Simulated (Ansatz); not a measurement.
# How much does Ti in Mo(100), 2x2 scatter?, part 3 of 3

Aim: the resistance that Ti in Mo(100), 2x2 adds to the host.

Ansatz 0.2.0; Ansatz plane-wave DFT, PBE, PAW files; ballistic transport by layer matching (Landauer), zero bias; PAW set soft_1 (the session's first sound run).

So far, resistivity per at.% scaled from this dense plane, with the factor 3/4 for isotropic scattering (µΩ cm): step 3 (resistance at ideal sites) 2.20.

## (5) Transmission after relaxation, relaxed yes

The transmission is solved again on the relaxed atoms.

This step: Ansatz plane-wave DFT, PBE, PAW files; ballistic transport by layer matching (Landauer), zero bias; PAW set soft_1 (Ansatz 0.2.0).

input.yaml reads:

```yaml
crystal:
  lattice:
    - [6.294, 0.0, 0.0]
    - [0.0, 6.294, 0.0]
    - [0.0, 0.0, 28.323]
  atoms:
    - { symbol: Mo, position: [0.0, 0.0, 0.0277777778] }
    - { symbol: Mo, position: [0.0, 0.5, 0.0277777778] }
    - { symbol: Mo, position: [0.5, 0.0, 0.0277777778] }
    - { symbol: Mo, position: [0.5, 0.5, 0.0277777778] }
    - { symbol: Mo, position: [0.25, 0.25, 0.0833333333] }
    - { symbol: Mo, position: [0.25, 0.75, 0.0833333333] }
    - { symbol: Mo, position: [0.75, 0.25, 0.0833333333] }
    - { symbol: Mo, position: [0.75, 0.75, 0.0833333333] }
    - { symbol: Mo, position: [0.0, 0.0, 0.1388888889] }
    - { symbol: Mo, position: [0.0, 0.5, 0.1388888889] }
    - { symbol: Mo, position: [0.5, 0.0, 0.1388888889] }
    - { symbol: Mo, position: [0.5, 0.5, 0.1388888889] }
    - { symbol: Mo, position: [0.25, 0.25, 0.1944444444] }
    - { symbol: Mo, position: [0.25, 0.75, 0.1944444444] }
    - { symbol: Mo, position: [0.75, 0.25, 0.1944444444] }
    - { symbol: Mo, position: [0.75, 0.75, 0.1944444444] }
    - { symbol: Mo, position: [0.0, 0.0, 0.25] }
    - { symbol: Mo, position: [0.0, 0.5, 0.25] }
    - { symbol: Mo, position: [0.5, 0.0, 0.25] }
    - { symbol: Mo, position: [0.5, 0.5, 0.25] }
    - { symbol: Mo, position: [0.25, 0.25, 0.3056318697] }
    - { symbol: Mo, position: [0.25, 0.75, 0.305618113] }
    - { symbol: Mo, position: [0.75, 0.25, 0.305618113] }
    - { symbol: Mo, position: [0.75, 0.75, 0.3059874363] }
    - { symbol: Mo, position: [0.0001904002, 0.0001904002, 0.3610870286] }
    - { symbol: Mo, position: [0.0001904002, 0.4998095998, 0.3610870286] }
    - { symbol: Mo, position: [0.4998095998, 0.0001904002, 0.3610870286] }
    - { symbol: Mo, position: [0.4998095998, 0.4998095998, 0.3610870286] }
    - { symbol: Mo, position: [0.25, 0.25, 0.4171360639] }
    - { symbol: Mo, position: [0.25, 0.75, 0.4167349942] }
    - { symbol: Mo, position: [0.75, 0.25, 0.4167349942] }
    - { symbol: Mo, position: [0.75, 0.75, 0.4173396064] }
    - { symbol: Mo, position: [-0.0005660182, -0.0005660182, 0.4721469088] }
    - { symbol: Mo, position: [-0.0005660182, 0.5005660182, 0.4721469088] }
    - { symbol: Mo, position: [0.5005660182, -0.0005660182, 0.4721469088] }
    - { symbol: Mo, position: [0.5005660182, 0.5005660182, 0.4721469088] }
    - { symbol: Ti, position: [0.25, 0.25, 0.5278474797] }
    - { symbol: Mo, position: [0.25, 0.75, 0.5278571766] }
    - { symbol: Mo, position: [0.75, 0.25, 0.5278571766] }
    - { symbol: Mo, position: [0.75, 0.75, 0.5278803233] }
    - { symbol: Mo, position: [-0.0005168213, -0.0005168213, 0.5835691678] }
    - { symbol: Mo, position: [-0.0005168213, 0.5005168213, 0.5835691678] }
    - { symbol: Mo, position: [0.5005168213, -0.0005168213, 0.5835691678] }
    - { symbol: Mo, position: [0.5005168213, 0.5005168213, 0.5835691678] }
    - { symbol: Mo, position: [0.25, 0.25, 0.6385935302] }
    - { symbol: Mo, position: [0.25, 0.75, 0.6389673991] }
    - { symbol: Mo, position: [0.75, 0.25, 0.6389673991] }
    - { symbol: Mo, position: [0.75, 0.75, 0.6383899617] }
    - { symbol: Mo, position: [8.88335e-05, 8.88335e-05, 0.694599684] }
    - { symbol: Mo, position: [8.88335e-05, 0.4999111665, 0.694599684] }
    - { symbol: Mo, position: [0.4999111665, 8.88335e-05, 0.694599684] }
    - { symbol: Mo, position: [0.4999111665, 0.4999111665, 0.694599684] }
    - { symbol: Mo, position: [0.25, 0.25, 0.75] }
    - { symbol: Mo, position: [0.25, 0.75, 0.75] }
    - { symbol: Mo, position: [0.75, 0.25, 0.75] }
    - { symbol: Mo, position: [0.75, 0.75, 0.75] }
    - { symbol: Mo, position: [0.0, 0.0, 0.8055555556] }
    - { symbol: Mo, position: [0.0, 0.5, 0.8055555556] }
    - { symbol: Mo, position: [0.5, 0.0, 0.8055555556] }
    - { symbol: Mo, position: [0.5, 0.5, 0.8055555556] }
    - { symbol: Mo, position: [0.25, 0.25, 0.8611111111] }
    - { symbol: Mo, position: [0.25, 0.75, 0.8611111111] }
    - { symbol: Mo, position: [0.75, 0.25, 0.8611111111] }
    - { symbol: Mo, position: [0.75, 0.75, 0.8611111111] }
    - { symbol: Mo, position: [0.0, 0.0, 0.9166666667] }
    - { symbol: Mo, position: [0.0, 0.5, 0.9166666667] }
    - { symbol: Mo, position: [0.5, 0.0, 0.9166666667] }
    - { symbol: Mo, position: [0.5, 0.5, 0.9166666667] }
    - { symbol: Mo, position: [0.25, 0.25, 0.9722222222] }
    - { symbol: Mo, position: [0.25, 0.75, 0.9722222222] }
    - { symbol: Mo, position: [0.75, 0.25, 0.9722222222] }
    - { symbol: Mo, position: [0.75, 0.75, 0.9722222222] }
kpoints:
  mp_grid: { grid: [4, 4, 1] }
hamiltonian:
  xc: pbe
  pseudopotentials: { kind: paw, azcp: { folder: soft_1 } }
scf:
  occupations: { method: fermi_dirac, width: 0.1 }
output:
  transmission: { leads: [[0, 4]], kmesh: [8, 8], e_range: [-0.05, 0.05], de: 0.05 }
  write_potential: true
  write_density: true
  volumetric_format: npy
```

On the command line:

```bash
$ ansatz run input.yaml --threads 4 --pin off --max-ram 15360MiB --backend cpu --events-out ev --progress --plain --runs-dir out
```

Numbers of over 12 decimals in the logs are rounded to 6 here.

Output:

```text
[...]
Crystal: 72 atoms, lattice volume = 1122.000 Å³
Basis set: ecut = 420 eV, 21955 PW (Γ)
Bands: 604, of which v1, the nominal top of the filled ones, is band 503 counted from 1 (502 counted from 0)
Symmetry: 8 space group operations
[...]
k-points: 6 of 16
[...]
SCF iter   1: F=—  HF=-354464.083466 eV  |F-HF|=—  |Δ(HF+E_count)|=         —  Δρ=1.61e-1  dr2=4.27e3  ethr=3.10e-3  ⟨swp⟩=4.8  Hψ=11616  notcnv=0
[...]
SCF iter  11: F=-354380.795022 eV  HF=-354380.795022 eV  |F-HF|=3.11e-8  |Δ(HF+E_count)|=   1.87e-8  Δρ=6.03e-7  dr2=3.20e-8  ethr=9.94e-12  ⟨swp⟩=7.8  Hψ=9736  notcnv=0
SCF 1 converged in 11 iterations: F = -354380.795022 eV  dr2 = 3.20e-8
[...]
transmission: 86 of 840 steps passed
transmission: 168 of 840 steps passed
[...]
transmission: 840 of 840 steps passed
SCF converged after 11 iterations
Free energy (F): -354380.795022 eV
[...]
Internal energy: -354379.148686 eV  (E = F + TS)
E sigma→0 (E₀):  -354379.971854 eV
Entropy (-TS):   -1.646336 eV (-22.866 meV/atom)
Fermi energy:    21.008042 eV
[...]
--- Band table (eV; the first three rows and the last of 6) ---
  k-point 0: bands = [... 499 lower, 20.8724, 20.8742, 20.8742, 20.8788, 20.8876, 20.9064, 20.9130, 21.0357, ... 97 higher]
  k-point 1: bands = [... 499 lower, 20.9370, 20.9768, 20.9902, 21.0330, 21.0671, 21.0679, 21.0872, 21.1065, ... 97 higher]
  k-point 2: bands = [... 499 lower, 20.6441, 20.9346, 20.9444, 20.9878, 21.0494, 21.1521, 21.1731, 21.2496, ... 97 higher]
  k-point 5: bands = [... 499 lower, 19.9236, 20.2957, 20.2975, 20.3872, 20.3872, 21.3865, 21.3865, 21.3981, ... 97 higher]
--- Transmission ---
  basis      : 349 plane waves across, 56 finite elements along
  points     : 15, standing for a mesh of 8 x 8
[...]
channels       : 6.593750e0 a spin
[...]
slowest decay  : 0.0395 /Å at (0.5000, 0.3750)
  junction   : crystal 0 to crystal 0, 0.69 to 27.44 Å
    transmission   : 5.728759e0 a spin
[...]
```

Run time: 12 min. Hardware: 4 threads of Arm Neoverse V1, shared host; peak memory 8.7 GiB.

This step gave:

- free energy: -354380.7950 eV
- energy at zero smearing: -354379.9719 eV
- transmission per spin nearest the Fermi level: 5.729
- step of the lead's potential: 2 meV

Per spin. Table of transmission, zone mean by energy, zero at the Fermi level:

```
energy (eV)  transmission, zone mean
    -0.0500                     5.68
     0.0000                     5.73
     0.0500                     5.74
```

Transmission over k1 and k2. At 0.0000 eV from the Fermi level.

Values, 8 rows by 8 columns:
```
 0.0  1.0  1.8  4.5  6.5  4.5  1.8  1.0
 2.0  1.8  3.8 10.2 11.7 10.2  3.8  1.8
 3.7  4.5 10.2 12.4 12.4 12.4 10.2  4.5
 3.7  6.5 11.7 12.4 12.8 12.4 11.7  6.5
 3.7  4.5 10.2 12.4 12.4 12.4 10.2  4.5
 2.0  1.8  3.8 10.2 11.7 10.2  3.8  1.8
 0.0  1.0  1.8  4.5  6.5  4.5  1.8  1.0
 0.0  0.0  2.0  3.7  3.7  3.7  2.0  0.0
```
Columns: k1 (b1) from -0.5 to 0.375; rows upwards: k2 (b2) from -0.5 to 0.375.

Over the solved energies the transmission per spin lies between 5.68 and 5.74, out of 6.59 channels of the lead on average (up to 6.66).

## (6) Resistance after relaxation

This step: Ansatz plane-wave DFT, PBE, PAW files; ballistic transport by layer matching (Landauer), zero bias; area resistance of the defect plane and resistivity an atomic per cent; PAW set soft_1 (Ansatz 0.2.0).

This step gave:

```yaml
area_resistance: 0.1191 fΩ m²
t_over_the_leads_mean_channel_count: 0.8669
resistivity_per_at_scaled_from_this_dense_plane_with_the_factor_3_over_4_for_isotropic_scattering: 2.270 µΩ cm
```

Averaged over the energies near the Fermi level, 86.7 % of the channels pass, which makes 0.119 fΩ m², against 0.116 on ideal sites.

## (7) Outcome

| Quantity | Value |
| --- | --- |
| share of channels that pass, rigid | 0.870 |
| area resistance, rigid | 0.116 fΩ m² |
| resistivity per at.% from the area resistance, times 3/4, rigid | 2.20 µΩ cm |
| share of channels that pass, relaxed | 0.867 |
| area resistance, relaxed | 0.119 fΩ m² |
| resistivity per at.% from the area resistance, times 3/4, relaxed | 2.27 µΩ cm |

**Reading.** The plane of defects adds 0.12 fΩ m². Scaled to one atomic per cent that is 3.0 µΩ cm as it stands and 2.3 with the factor 3/4 for isotropic scattering on a spherical Fermi surface. These are rough estimates of the dilute value, not bounds. One Ti in each 2x2 cell reflects 13 % of the lead's channels. The relaxed cell differs by 3.0 % in resistance; between the two runs the lead's own channel count goes from 6.59 to 6.59, so the change comes from the moved atoms. The defects form a dense periodic sheet that scatters coherently, unlike a dilute random alloy. T and N are means over the solved energies nearest the Fermi level.

[Logs are printed without paths, hosts, clocks, repeated set-up lines and the standing remarks that a program may print on its own settings, such as how far it seeks lower states.]

[Hosts, paths, dates, database ids (printed as entryN), source tags and the programs' standing remarks are cut or masked in the printed files.]
